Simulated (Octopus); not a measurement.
# GaAs (F-43m) in Octopus: reference runs

Reference runs on GaAs: the cell as given.

All numbers are computed with Octopus 16.4; they aren't measurements. Logs are shortened: lines on timing, memory, paths and dates and some standing lists are left out, and cuts for length are marked.

**Experimental background.**

“Evidence of valence band perturbations in GaAsN/GaAs(001): A combined variable-angle spectroscopic ellipsometry and modulated photoreflectance investigation”, 2008, arxiv:0805.2212 reports, for a bulk crystal of GaAs at 300 K: band gap 1.418 ± 0.005 eV (direct).

The runs below are set against these values where they give the same quantity.

## Step 1: The structure

The structure is cubic, space group F-43m (No. 216). The conventional cell has a = 5.654 Å, b = 5.654 Å, c = 5.654 Å, α = 90.00°, β = 90.00°, γ = 90.00°. As (site symmetry -43m) is surrounded by 4 Ga at 2.45 Å. Around Ga (site symmetry -43m) lie 4 As at 2.45 Å.

## Step 2: Single point, PBEsol

Input file inp:

```
CalculationMode = gs
UnitsOutput = eV_Angstrom
PeriodicDimensions = 3
ExperimentalFeatures = yes
PseudopotentialSet = pseudodojo_pbesol
%LatticeParameters
 1*angstrom | 1*angstrom | 1*angstrom
%
%LatticeVectors
 0 | 2.82685 | 2.82685
 2.82685 | 0 | 2.82685
 2.82685 | 2.82685 | 0
%
%ReducedCoordinates
 "As" | 0.75 | 0.75 | 0.75
 "Ga" | 0 | 0 | 0
%
%Spacing
 0.13325899*angstrom | 0.13325899*angstrom | 0.13325899*angstrom
%
DerivativesOrder = 8
%KPointsGrid
 8 | 8 | 8
%
KPointsUseSymmetries = yes
XCFunctional = gga_x_pbe_sol + gga_c_pbe_sol
SmearingFunction = fermi_dirac
Smearing = 0.05*eV
ExtraStates = 6
Eigensolver = chebyshev_filter
ConvRelDens = 3e-7
MaximumIter = 120
```

Potentials or basis: pseudodojo_pbesol (PseudoDojo 0.4, PBEsol).

Started as:

```console
$ OMP_NUM_THREADS=1 octopus > out.log
```

out.log:

```text
Running octopus

[... 13 lines left out ...]

Input: [AllElectronType = no]
Input: [PseudopotentialSet = pseudodojo_pbesol]
Reading Coordinates from ReducedCoordinates block

****************************** Species *******************************
  Species 'As'
    type             : pseudopotential
    file             : 'As.upf'
    file format      : UPF2
    valence charge   : 15.0
    atomic number    :  33
    form on file     : kleinman-bylander
    lmax             : 2
    llocal           : -1
    projectors per l : 2
    total projectors : 6
    application form : kleinman-bylander
    orbitals         :  9
    bound orbitals   :  9

  Species 'Ga'
    type             : pseudopotential
    file             : 'Ga.upf'
    file format      : UPF2
    valence charge   : 13.0
    atomic number    :  31
    form on file     : kleinman-bylander
    lmax             : 2
    llocal           : -1
    projectors per l : 2
    total projectors : 6
    application form : kleinman-bylander
    orbitals         :  9
    bound orbitals   :  9

**********************************************************************

***************************** Symmetries *****************************
Space group No.  216
International: F-43m
Schoenflies: Td^2
Info: The system has    24 symmorphic symmetries that can be used.
  Index                Rotation matrix                      Fractional translations
    1 :     1   0   0     0   1   0     0   0   1      0.000000    0.000000    0.000000
    2 :     0   0  -1     1   0  -1     0   1  -1      0.000000    0.000000    0.000000
    3 :     0  -1   1     0  -1   0     1  -1   0      0.000000    0.000000    0.000000
    4 :    -1   1   0    -1   0   1    -1   0   0      0.000000    0.000000    0.000000
    5 :    -1   0   0    -1   0   1    -1   1   0      0.000000    0.000000    0.000000
    6 :     1  -1   0     0  -1   0     0  -1   1      0.000000    0.000000    0.000000
[... 16 lines left out ...]
   23 :     1   0  -1     0   0  -1     0   1  -1      0.000000    0.000000    0.000000
   24 :     0  -1   1     1  -1   0     0  -1   0      0.000000    0.000000    0.000000
Info: The system also has     0 nonsymmorphic symmetries (not used for electrons).
**********************************************************************

Input: [CurvMethod = curv_affine]
Input: [DerivativesStencil = stencil_stargeneral]

****************************** Lattice *******************************
  Lattice Vectors [A]
    0.000000    2.826850    2.826850
    2.826850    0.000000    2.826850
    2.826850    2.826850    0.000000
  Cell volume =            45.1792 [A^3]
  Reciprocal-Lattice Vectors [A^-1]
   -1.111340    1.111340    1.111340
    1.111340   -1.111340    1.111340
    1.111340    1.111340   -1.111340
  Cell angles [degree]
    alpha =   60.000
    beta  =   60.000
    gamma =   60.000
**********************************************************************

Checking if the generated full k-point grid is symmetric

    29 k-points generated from parameters :
 ---------------------------------------------------
    n =    8    8    8

    s1  =  0.00  0.00  0.00

   index |      weight  |             coordinates              |
       1 |     0.001953 |    0.000000    0.000000    0.000000  |
       2 |     0.015625 |    0.125000    0.000000    0.000000  |
       3 |     0.011719 |    0.125000    0.125000    0.000000  |
       4 |     0.023438 |   -0.125000    0.125000    0.000000  |
[... 70 lines left out ...]

Info: FFT grid dimensions       = 30 x 30 x 30
      Total grid size           = 27000 (      0.2 MiB )
Input: [FilterPotentials = filter_TS]
Info: Pseudopotential for As
  Radii for localized parts:
    local part     =  1.2 A
    non-local part =  1.3 A
    orbitals       =  5.3 A

Info: Pseudopotential for Ga
  Radii for localized parts:
    local part     =  1.2 A
    non-local part =  1.4 A
    orbitals       =  6.8 A

Input: [RelativisticCorrection = non_relativistic]
[... 11 lines left out ...]
      Block       2 contains       4 states:       5 -       8
      Block       3 contains       4 states:       9 -      12
      Block       4 contains       4 states:      13 -      16
      Block       5 contains       4 states:      17 -      20
Info: Ground-state allocation done.
Info: Could not find 'restart/gs' directory for restart.
[... 18 lines left out ...]
** Warning:
**   Cannot do LCAO for all states because there are not enough atomic orbitals.
**   Required: 20. Available: 18. 2 orbitals will be randomized.

Info: Unnormalized total charge =     28.008134
Info: Renormalized total charge =     28.000000

** Warning:
**   Symmetrization discrepancy ratio (scalar) =  1.97329E-06

Info: Setting up Hamiltonian.
Info: Performing initial LCAO calculation with     18 orbitals.
Info: Getting Hamiltonian matrix elements.

Eigenvalues [eV]
 #st  Spin   Eigenvalue      Occupation
#k =       1, k = (  0.000000,  0.000000,  0.000000)
   1   --   -33.349639       2.000000
   2   --   -33.349433       2.000000
   3   --   -33.349433       2.000000
   4   --   -33.327653       2.000000
   5   --   -33.327653       2.000000
   6   --   -11.612327       2.000000
[... 10 lines left out ...]
  17   --     7.011624       1.928892
  18   --     7.011624       1.928892
#k =       2, k = (  0.125000,  0.000000,  0.000000)
   1   --   -32.949908       2.000000
   2   --   -32.948475       2.000000
   3   --   -32.457879       2.000000
   4   --   -32.456188       2.000000
   5   --   -32.310542       2.000000
   6   --   -11.234861       2.000000
[... 10 lines left out ...]
  17   --     7.415100       0.016835
  18   --     8.025999       0.000000
[... 27 further k-points ...]
Fermi energy =     7.176650 eV
Generating random wavefunctions for states       19 and above
Orthogonalizing wavefunctions.
Info: Ground-state restart information will be written to 'restart/gs'.
Info: SCF using complex wavefunctions.
Info: Starting SCF iteration.

** Warning:
**   Symmetrization discrepancy ratio (scalar) =  5.28913E-03

*********************** SCF CYCLE ITER #    1 ************************
 etot  = -4.97053748E+03 abs_ev   =  1.85E+02 rel_ev   =  3.90E-01
 ediff =        1.83E+02 abs_dens =  1.36E+00 rel_dens =  4.87E-02
Matrix vector products: 725
Converged eigenvectors: 0

#  State  KPoint  Eigenvalue [eV]  Occupation    Error
      1      29      -33.353024    2.000000   ( 2.0E-04)
      1      24      -33.352906    2.000000   ( 1.2E-04)
      1      26      -33.352803    2.000000   ( 2.3E-04)
      1      28      -33.352653    2.000000   ( 1.1E-03)
      1      10      -33.352622    2.000000   ( 1.0E-04)
      1      14      -33.352595    2.000000   ( 2.4E-04)
      1      21      -33.352559    2.000000   ( 3.8E-04)
      1      25      -33.352418    2.000000   ( 8.9E-04)
[... 23 lines left out ...]
     20      27       16.379967    0.000000   ( 1.3E-01)
     20      24       16.411709    0.000000   ( 6.0E-02)
     20      28       16.591703    0.000000   ( 1.4E-01)
     20      15       16.671190    0.000000   ( 1.7E-01)
     20      13       16.674863    0.000000   ( 1.1E-01)
     20      26       16.852206    0.000000   ( 1.1E-01)
     20      29       17.138828    0.000000   ( 1.3E-01)
     20      25       18.616872    0.000000   ( 1.5E-01)

Density of states:

%----------------------------%----------------------------------------
%----------------------------%----------------------------------------
%----------------------------%----------------------------------------
%----------------------------%----------------------------------------
%----------------------------%----------------------------------------
%----------------------------%----------------------------------------
%----------------------------%----------------------------------------
%----------------------------%----------------------------------------
%----------------------------%----------------------------------------
%----------------------------%--%%-----%---%%%%---%%%-%%%%-%-%%%-%%---
                                                ^

Fermi energy =     2.496921 eV

**********************************************************************

*********************** SCF CYCLE ITER #    2 ************************
 etot  = -4.96284074E+03 abs_ev   =  2.79E+00 rel_ev   =  5.92E-03
 ediff =        2.83E-01 abs_dens =  2.41E-01 rel_dens =  8.62E-03
Matrix vector products: 725
Converged eigenvectors: 0
[... 139 lines left out ...]
*********************** SCF CYCLE ITER #   14 ************************
 etot  = -4.96092442E+03 abs_ev   =  2.09E-04 rel_ev   =  4.43E-07
 ediff =        1.15E-05 abs_dens =  3.08E-06 rel_dens =  1.10E-07
Matrix vector products: 725
Converged eigenvectors: 0

#  State  KPoint  Eigenvalue [eV]  Occupation    Error
      1      29      -32.686969    2.000000   ( 5.4E-08)
      1      24      -32.686846    2.000000   ( 5.4E-08)
      1      26      -32.686745    2.000000   ( 5.5E-08)
      1      28      -32.686597    2.000000   ( 5.5E-08)
      1      14      -32.686560    2.000000   ( 7.0E-08)
      1      10      -32.686552    2.000000   ( 4.5E-08)
      1      21      -32.686513    2.000000   ( 5.4E-08)
      1      25      -32.686378    2.000000   ( 4.6E-08)
[... 23 lines left out ...]
     20      14       14.561766    0.000000   ( 1.7E-02)
     20      27       14.818767    0.000000   ( 2.1E-02)
     20      28       14.828182    0.000000   ( 1.9E-02)
     20      17       14.833387    0.000000   ( 4.3E-02)
     20      26       15.238355    0.000000   ( 2.6E-02)
     20      23       15.276847    0.000000   ( 2.8E-02)
     20      29       15.813839    0.000000   ( 3.0E-02)
     20      24       15.992541    0.000000   ( 2.1E-02)

Density of states:

%----------------------------%----------------------------------------
%----------------------------%----------------------------------------
%----------------------------%----------------------------------------
%----------------------------%----------------------------------------
%----------------------------%----------------------------------------
%----------------------------%----------------------------------------
%----------------------------%----------------------------------------
%----------------------------%----------------------------------------
%----------------------------%----------------------------------------
%----------------------------%----%%-----%---%%%%----%%-%%%%-%%%%%----
                                                  ^

Fermi energy =     2.782222 eV

**********************************************************************

Info: SCF converged in   14 iterations

** Warning:
**   Some of the states are not fully converged!

Info: Number of matrix-vector products:      10150
Info: Finished writing information to 'restart/gs'.

Octopus emitted 18 warnings.
```

It took 4.5 min on 1 thread of AMD EPYC 7R43 (Zen 3), shared host; peak memory 0.9 GiB.

Results:

| Quantity | Value |
| --- | --- |
| Free energy | -4960.9244 eV |
| Band gap on the k mesh | 0.44 eV, direct |

Levels at points of the mesh, in eV from the valence-band top:
```tsv
k point	band 10	band 11	band 12	band 13	band 14	band 15	band 16	band 17	band 18	band 19
(0.00, 0.00, 0.00)	-14.73	-12.75	0.00	0.00	0.00	0.44	3.71	3.71	3.71	7.41
(0.50, 0.00, 0.00)	-14.72	-10.98	-6.67	-1.14	-1.14	0.93	4.60	4.60	7.60	10.27
(0.50, 0.50, 0.00)	-14.71	-10.24	-6.84	-2.69	-2.69	1.36	1.58	10.13	10.13	10.86
```

## Step 3: Against experiment

Step 2. Against the measured gap of GaAs, 1.418 eV (direct; 300 K; “Evidence of valence band perturbations in GaAsN/GaAs(001): A combined variable-angle spectroscopic ellipsometry and modulated photoreflectance investigation”, 2008, arxiv:0805.2212), the calculated 0.44 eV is off by -0.98 eV. 3 values of this kind are on record (1.412 to 1.51 eV); this one was drawn at random among those near their median, those with a stated uncertainty first. Spin-orbit coupling on As, Ga is left out. The value is that of PBEsol on a finite k mesh, which can miss the band edges, without temperature or zero-point motion. Semilocal functionals fall short of measured gaps as a rule.
